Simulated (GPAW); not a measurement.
CaF2 (Fluorite):

```
Ca F
1.0
     0.00000    2.73100    2.73100
     2.73100    0.00000    2.73100
     2.73100    2.73100    0.00000
Ca F
1 2
Direct
  0.00000 0.00000 0.00000
  0.75000 0.75000 0.75000
  0.25000 0.25000 0.25000
```

Base run:

* Program: GPAW 26.7.0
* Functional: revPBE
* Potentials or basis: the program's PAW data sets (release 1.2.1) made for this functional
* Cutoff: 800 eV
* Basis: pw
* k mesh: 7 × 7 × 7
* Occupations: fermi-dirac, width 0.05 eV
* Spin: no spin polarisation

Its results: band gap on the k mesh 7.60 eV, indirect (least direct gap 7.82 eV); pressure 4.2 GPa.

Problem. The run is repeated on the same cell with these changes: functional from revPBE to LDA; potentials or basis from the program's PAW data sets (release 1.2.1) made for this functional to the program's PAW data sets (release 1.2.1) made for this functional, newer versions. What comes out?

Solution. Band gap on the k mesh 6.93 eV, indirect (least direct gap 7.16 eV); pressure -6.6 GPa.
